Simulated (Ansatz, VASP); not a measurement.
# Si36O71 (V_O (F centre)): VASP beside Ansatz, part 2 of 2

One calculation is typed for both programs; each brings its own data sets. How far apart do they land? The cell is taken from a series of runs on this material, whose earlier steps may have relaxed, scaled, displaced or heated it; both programs get it as it stands.

VASP 6.6.1 and Ansatz 0.2.0.

So far. Step 2 (VASP: single point, PBE, pair 1): The run ends at a pressure of 0.29 GPa, with forces up to 2.0 eV/Å.

### Step 4. Side by side

Known differences besides the potentials themselves: the cutoff is 420 eV in Ansatz and 520 eV in VASP (PREC = Accurate, projectors in real space). Total energies have different zeros and are not compared.

Forces on 8 of the 107 atoms, those with the largest forces and the largest differences (eV/Å; atoms numbered as in POSCAR):

| atom | Ansatz x, y, z | VASP x, y, z |
| --- | --- | --- |
| Si12 | 1.600, -0.286, -1.045 | 1.635, -0.286, -1.067 |
| Si26 | -1.350, -0.025, 1.307 | -1.371, -0.032, 1.333 |
| Si30 | 0.302, -0.059, 0.350 | 0.313, -0.053, 0.347 |
| O50 | 0.037, -0.158, -0.195 | 0.024, -0.169, -0.202 |
| O51 | -0.352, -0.094, -0.241 | -0.357, -0.088, -0.247 |
| O54 | -0.081, 0.464, -0.198 | -0.073, 0.474, -0.199 |
| O87 | -0.740, -0.015, -0.659 | -0.748, -0.005, -0.663 |
| O88 | -0.243, -0.241, 0.450 | -0.239, -0.240, 0.454 |

The forces differ by 6.6 meV/Å r.m.s., which is 3.6 % of the r.m.s. force of 0.182 eV/Å (both taken over all components).

### Step 5. Ansatz: single point, PBE, pair 2

With cell and atoms fixed, the geometry can't cause a difference; cores, projectors, grids and the points listed under the comparison can.

The cell is taken from a series of runs on this material, whose earlier steps may have relaxed, scaled, displaced or heated it; both programs get it as it stands.

File input.yaml:

```yaml
crystal:
  lattice:
    - [10.04205485, 0.0, 0.0]
    - [-7.53154114, 13.04501191, 0.0]
    - [0.0, 0.0, 11.01895208]
  atoms:
    - { symbol: Si, position: [0.23757205543, -0.0001237224, 0.16940082652] }
    - { symbol: Si, position: [0.00091330386, 0.1598426521, 0.33223197596] }
[... 3 atom lines left out ...]
    - { symbol: O, position: [0.42124373949, 0.19801463143, 0.43787024413] }
    - { symbol: O, position: [0.12858290503, 0.13969490758, 0.39749802311] }
    - { symbol: O, position: [0.08063091627, 0.24990159463, 0.23049291801] }
    - { symbol: O, position: [0.29055009418, 0.2797452396, 0.06149582591] }
    - { symbol: Si, position: [0.23993614149, 0.00308650717, 0.66424519313] }
[... 1 atom line left out ...]
    - { symbol: Si, position: [0.26204500564, 0.17808637838, 0.50080222443] }
    - { symbol: O, position: [0.20850963577, 0.08984786165, 0.60498984566] }
[... 2 atom lines left out ...]
    - { symbol: O, position: [0.12118301196, 0.1325189794, 0.90137605308] }
[... 9 atom lines left out ...]
    - { symbol: O, position: [0.2954358948, 0.61482046852, 0.06140406095] }
[... 2 atom lines left out ...]
    - { symbol: Si, position: [0.25521916138, 0.50736345776, 0.51150041025] }
    - { symbol: O, position: [0.19201154533, 0.41618196132, 0.61613365223] }
    - { symbol: O, position: [0.37248043088, 0.3853926613, 0.77120719707] }
    - { symbol: O, position: [0.42716057728, 0.53018196147, 0.93606560443] }
[... 1 atom line left out ...]
    - { symbol: O, position: [0.07214469738, 0.58606937671, 0.7396331385] }
[... 1 atom line left out ...]
    - { symbol: Si, position: [0.23950047478, 0.66614462816, 0.16504375842] }
[... 2 atom lines left out ...]
    - { symbol: O, position: [0.20502019769, 0.75020462141, 0.10173018231] }
    - { symbol: O, position: [0.37411476001, 0.72049526292, 0.26676002163] }
    - { symbol: O, position: [0.41537316414, 0.85889908086, 0.43755422424] }
[... 5 atom lines left out ...]
    - { symbol: Si, position: [0.25870012231, 0.84283705727, 0.50101174663] }
    - { symbol: O, position: [0.20319564279, 0.75908463563, 0.61082019696] }
    - { symbol: O, position: [0.36760174636, 0.7198285871, 0.77072221168] }
    - { symbol: O, position: [0.4194169226, 0.8631213106, 0.93692571089] }
    - { symbol: O, position: [0.12670250177, 0.80674645478, 0.89834288423] }
    - { symbol: O, position: [0.08216433118, 0.91614285219, 0.72766442434] }
    - { symbol: O, position: [0.29257219154, 0.95199413171, 0.55764093297] }
    - { symbol: Si, position: [0.73795946472, 0.0003180192, 0.16737110756] }
    - { symbol: Si, position: [0.49852812653, 0.15947493085, 0.33568057829] }
[... 3 atom lines left out ...]
    - { symbol: O, position: [0.91864395245, 0.1944814698, 0.43409076621] }
[... 1 atom line left out ...]
    - { symbol: O, position: [0.57891971759, 0.24797510005, 0.2322783045] }
    - { symbol: O, position: [0.79041029903, 0.28121266956, 0.06468582508] }
[... 4 atom lines left out ...]
    - { symbol: O, position: [0.86680942232, 0.05016715814, 0.77261805026] }
[... 6 atom lines left out ...]
    - { symbol: Si, position: [0.76549389029, 0.50690064255, 0.0011317128] }
[... 10 atom lines left out ...]
    - { symbol: O, position: [0.87895005023, 0.38589839559, 0.76656774835] }
    - { symbol: O, position: [0.92121723451, 0.51817942123, 0.9434285333] }
    - { symbol: O, position: [0.63144366316, 0.47057804674, 0.89831627691] }
    - { symbol: O, position: [0.583300938, 0.57882403818, 0.72955171803] }
[... 1 atom line left out ...]
    - { symbol: Si, position: [0.74811983326, 0.66737631734, 0.15655735652] }
[... 3 atom lines left out ...]
    - { symbol: O, position: [0.87127509753, 0.71839987626, 0.26699419037] }
    - { symbol: O, position: [0.91638206176, 0.85963185211, 0.43513044766] }
    - { symbol: O, position: [0.62368784644, 0.80308036668, 0.39926972113] }
    - { symbol: O, position: [0.58056649226, 0.91665441272, 0.23459961909] }
    - { symbol: O, position: [0.78890007357, 0.94606576311, 0.0635715178] }
    - { symbol: Si, position: [0.73981696116, 0.66500135405, 0.66393254858] }
[... 2 atom lines left out ...]
    - { symbol: O, position: [0.70382356129, 0.74863452516, 0.60172344347] }
[... 4 atom lines left out ...]
    - { symbol: O, position: [0.79107969993, 0.94474802452, 0.56643060461] }
  host:
    repeats: [2, 3, 2]
    atoms:
      - { symbol: Si, position: [0.47658733, 0.0, 0.33333333] }
      - { symbol: Si, position: [0.0, 0.47658733, 0.66666667] }
      # ... 7 more atoms of the perfect host
basis:
  ecutwfc: 420
  xc_grid: 2
hamiltonian:
  xc: pbe
kpoints:
  mp_grid: { grid: [1, 1, 1] }
magnetization:
  spin_polarized: true
  initial_magnetization: 0
  spin_locking: { lock_magnetization: hard }
scf:
  occupations: { method: fermi_dirac, width: 0.01 }
  max_iter: 100
  n_extra_bands: 16
  lower_state_search: "off"
output:
  forces: true
  eigenvalues: true
checkpoint:
  read: "../exc.ground.q0.run"
  write: "../exc0_q0.ground.l1.run"
  compress: false
  write_wavefunctions: false
  write_every: 100000
```

The run is started by

```console
> ansatz run input.yaml --threads 8 --pin off --max-ram 14131MiB --backend cpu --events-out ev --progress --plain --runs-dir out
```

Numbers of over 12 decimals in the logs are rounded to 6 here.

Output:

```text
[...]
Crystal: 107 atoms, lattice volume = 1443.469 Å³
Basis set: ecut = 420 eV, 28209 PW (Γ), exchange–correlation on 144×216×150 points (8 copies of the dense FFT grid, shifted against one another)
Bands: 301, of which v1, the nominal top of the filled ones, is band 285 counted from 1 (284 counted from 0)
Symmetry: 1 space group operations
[...]
k-points: 1
[...]
atom  59  O     -0.00872809    -0.00320947     0.00770071
  atom  60  O     -0.00001727    -0.00269631     0.00181332
[...]
atom 104  O     -0.00482690    -0.00757520     0.00813673
  atom 105  O     -0.00143222    -0.00739026     0.00065710
  atom 106  O     -0.00394466    -0.01519971     0.00796183
  atom 107  O     -0.00242332     0.00308544     0.00501854
  max |Σ_I F_I| component: 2.24e-5 eV/Å
--- Band table (eV) ---
  k-point 0 ↑: bands = [... 281 lower, 1.8792, 1.8969, 1.9145, 4.1080, 6.5027, 7.7291, 8.8858, 9.1131, ... 12 higher]
  k-point 0 ↓: bands = [... 281 lower, 1.8792, 1.8969, 1.9145, 4.1080, 6.5027, 7.7291, 8.8858, 9.1131, ... 12 higher]
```

### Step 6. VASP: single point, PBE, pair 2

The same cell, functional, mesh and smearing now go to VASP, with its own data sets.

File INCAR:

```
SYSTEM = Si36O71
PREC = Accurate
ENCUT = 520
EDIFF = 1E-06
NELM = 200
ISMEAR = -1
SIGMA = 0.01
LREAL = Auto
ALGO = Normal
GGA = PE
NBANDS = 360
ISPIN = 2
MAGMOM = 0 0 0 0 0 0 0 0 0 0 0 0 0 0 0 0 0 0 0 0 0 0 0 0 0 0 0 0 0 0 0 0 0 0 0 0 0 0 0 0 0 0 0 0 0 0 0 0 0 0 0 0 0 0 0 0 0 0 0 0 0 0 0 0 0 0 0 0 0 0 0 0 0 0 0 0 0 0 0 0 0 0 0 0 0 0 0 0 0 0 0 0 0 0 0 0 0 0 0 0 0 0 0 0 0 0 0
LORBIT = 11
LWAVE = .FALSE.
LCHARG = .FALSE.
ISIF = 2
NUPDOWN = 0
LASPH = .TRUE.
GGA_COMPAT = .FALSE.
NCORE = 2
```

File POSCAR:

```
Si36O71
1.0
   10.0420548533      0.0000000000      0.0000000000
   -7.5315411399     13.0450119137      0.0000000000
    0.0000000000      0.0000000000     11.0189520783
Si O
36 71
Direct
    0.2375720554      0.9998762776      0.1694008265
    0.0009133039      0.1598426521      0.3322319760
[... 3 atom lines left out ...]
    0.2620450056      0.1780863784      0.5008022244
    0.2401503231      0.3337113377      0.1659861856
    0.0049566468      0.4909461349      0.3342855133
    0.2673204981      0.5091092538      0.9986280490
    0.2348691318      0.3327485832      0.6711420965
[... 1 atom line left out ...]
    0.2552191614      0.5073634578      0.5115004102
    0.2395004748      0.6661446282      0.1650437584
[... 2 atom lines left out ...]
    0.2285162614      0.6702134398      0.6719259397
[... 9 atom lines left out ...]
    0.5171744225      0.4917439272      0.3218156685
[... 2 atom lines left out ...]
    0.5034263640      0.4911436882      0.8338888846
    0.7685781861      0.5070180088      0.4977734624
    0.7481198333      0.6673763173      0.1565573565
    0.4979815924      0.8253730078      0.3345129151
[... 1 atom line left out ...]
    0.7398169612      0.6650013540      0.6639325486
[... 1 atom line left out ...]
    0.7586349583      0.8391356185      0.5007362408
[... 2 atom lines left out ...]
    0.4212437395      0.1980146314      0.4378702441
    0.1285829050      0.1396949076      0.3974980231
    0.0806309163      0.2499015946      0.2304929180
[... 5 atom lines left out ...]
    0.0790309565      0.2438127326      0.7341956374
    0.2899750423      0.2841951496      0.5630445284
    0.2125568436      0.4207499289      0.1027234482
    0.3761627586      0.3829519243      0.2685116473
    0.1306401468      0.4670531566      0.3979624010
    0.0833413102      0.5794029376      0.2306180287
    0.2954358948      0.6148204685      0.0614040610
    0.1920115453      0.4161819613      0.6161336522
    0.3724804309      0.3853926613      0.7712071971
[... 3 atom lines left out ...]
    0.2690198142      0.6135250993      0.5645757872
[... 1 atom line left out ...]
    0.3741147600      0.7204952629      0.2667600216
    0.4153731641      0.8588990809      0.4375542242
[... 4 atom lines left out ...]
    0.3676017464      0.7198285871      0.7707222117
[... 6 atom lines left out ...]
    0.9186439524      0.1944814698      0.4340907662
[... 10 atom lines left out ...]
    0.8726308186      0.3859481477      0.2711876022
    0.9316317479      0.5298755308      0.4397212795
    0.6417084391      0.4659191107      0.3879079826
    0.5879915120      0.5713173890      0.2062291749
[... 1 atom line left out ...]
    0.7118332439      0.4197601348      0.6032266468
[... 3 atom lines left out ...]
    0.5833009380      0.5788240382      0.7295517180
    0.7909428674      0.6122378436      0.5581683243
    0.7126475405      0.7520371151      0.0974481836
    0.8712750975      0.7183998763      0.2669941904
    0.9163820618      0.8596318521      0.4351304477
    0.6236878464      0.8030803667      0.3992697211
[... 2 atom lines left out ...]
    0.7038235613      0.7486345252      0.6017234435
[... 4 atom lines left out ...]
    0.7910796999      0.9447480245      0.5664306046
```

File KPOINTS:

```
Automatic mesh
0
Gamma
1 1 1
0 0 0
```

PAW data sets: Si and O (PBE family, release 64).

The run is started by

```console
> mpirun -np 8 vasp_gam
```

Output:

```text
[... set-up lines as in an earlier step ...]
 entering main loop
       N       E                     dE             d eps       ncg     rms          rms(c)
DAV:   1     0.521633994548E+04    0.52163E+04   -0.33939E+05  1488   0.155E+03
DAV:   2    -0.498873442191E+03   -0.57152E+04   -0.55506E+04  1792   0.377E+02
DAV:   3    -0.944220092173E+03   -0.44535E+03   -0.44284E+03  1720   0.113E+02
DAV:   4    -0.953036031857E+03   -0.88159E+01   -0.87798E+01  1728   0.171E+01
[...]
DAV:  15    -0.841651159388E+03   -0.20859E-04   -0.12647E-05  1608   0.809E-03    0.118E-02
DAV:  16    -0.841651163553E+03   -0.41651E-05   -0.52767E-06  1464   0.601E-03    0.265E-03
DAV:  17    -0.841651163602E+03   -0.48676E-07   -0.13475E-06  1152   0.303E-03
   1 F= -.84165116E+03 E0= -.84165116E+03  d E =-.869000E-11  mag=    -0.0000
```

Parts of OUTCAR (step 6):

```text
  Total       -1.7378281     -1.4801404     -0.7275023      1.3721184     -0.7628679      0.8778263
  in kB       -1.9289014     -1.6428811     -0.8074909      1.5229821     -0.8467448      0.9743428
  external PRESSURE =      -1.4597578 kB  Pullay stress =       0.0000000 kB

 POSITION                                       TOTAL-FORCE (eV/Angst)
 -----------------------------------------------------------------------------------
     -5.14490     13.04340      1.86662        -0.007808      0.025312      0.001397
     -1.19469      2.08515      3.66085         0.020396      0.022104     -0.011000
      1.30315      2.25377      0.00650        -0.012272      0.047186      0.019760
      2.38621      0.04026      7.31929        -0.019148      0.018219     -0.001226
[...]
total drift:                                0.007212      0.018761      0.000152

  FREE ENERGIE OF THE ION-ELECTRON SYSTEM (eV)
  ---------------------------------------------------
  free  energy   TOTEN  =      -841.6511636018 eV

  energy  without entropy=     -841.6511636018  energy(sigma->0) =     -841.65116360

 magnetization (x)
# of ion       s       p       d       tot
------------------------------------------
    1       -0.000  -0.000   0.000  -0.000
    2       -0.000   0.000   0.000   0.000
    3       -0.000  -0.000   0.000  -0.000
    4       -0.000   0.000   0.000   0.000
    5       -0.000   0.000   0.000  -0.000
    6       -0.000  -0.000   0.000  -0.000
    7        0.000   0.000   0.000   0.000
    8       -0.000  -0.000   0.000  -0.000
    9       -0.000  -0.000   0.000  -0.000
   10       -0.000   0.000   0.000  -0.000
   11       -0.000   0.000   0.000  -0.000
   12       -0.000  -0.000   0.000  -0.000
   13       -0.000  -0.000   0.000  -0.000
[...]
--------------------------------------------------
tot          0.000   0.000   0.000   0.000

[... 2 parts as in an earlier step ...]

[... 1 further part left out ...]
[key lines of the parts left out:]
E-fermi :   2.9895
```

The run ends at a pressure of -0.15 GPa, with forces up to 1.9 eV/Å.

### Step 7. Differences

Forces on 8 of the 107 atoms, those with the largest forces and the largest differences (eV/Å; atoms numbered as in POSCAR):

| atom | Ansatz x, y, z | VASP x, y, z |
| --- | --- | --- |
| Si12 | 1.174, -0.222, -1.373 | 1.207, -0.213, -1.393 |
| Si16 | -0.049, 0.031, 0.084 | -0.066, 0.034, 0.082 |
| Si26 | -1.438, -0.463, 1.063 | -1.461, -0.472, 1.082 |
| O50 | 0.130, 0.201, -0.132 | 0.118, 0.198, -0.136 |
| O54 | 0.121, 0.516, -0.288 | 0.125, 0.522, -0.285 |
| O59 | 0.477, -0.368, -0.186 | 0.478, -0.367, -0.187 |
| O87 | -0.491, 0.365, -0.187 | -0.484, 0.369, -0.180 |
| O88 | -0.143, -0.190, 0.708 | -0.139, -0.189, 0.709 |

The forces differ by 6.4 meV/Å r.m.s., which is 3.8 % of the r.m.s. force of 0.168 eV/Å (both taken over all components).

### Step 8. Results

```json
{"r.m.s. force difference (single point, PBE, pair 1)": "6.6 meV/Å", "r.m.s. force difference (single point, PBE, pair 2)": "6.4 meV/Å"}
```

In words: The r.m.s. force difference is 6.6 meV/Å (single point, PBE, pair 1), within the 12 meV/Å picked in this series as the mark of a large difference. How closely two codes agree says nothing of how well the functional describes the real material.

[Lines on the potential files, build, host, timing and source positions are cut from VASP's logs without a mark.]

[Logs are printed without paths, hosts, clocks, repeated set-up lines and the standing remarks that a program may print on its own settings, such as how far it seeks lower states.]

[Hosts, paths, dates, database ids (printed as entryN), source tags and the programs' standing remarks are cut or masked in the printed files.]
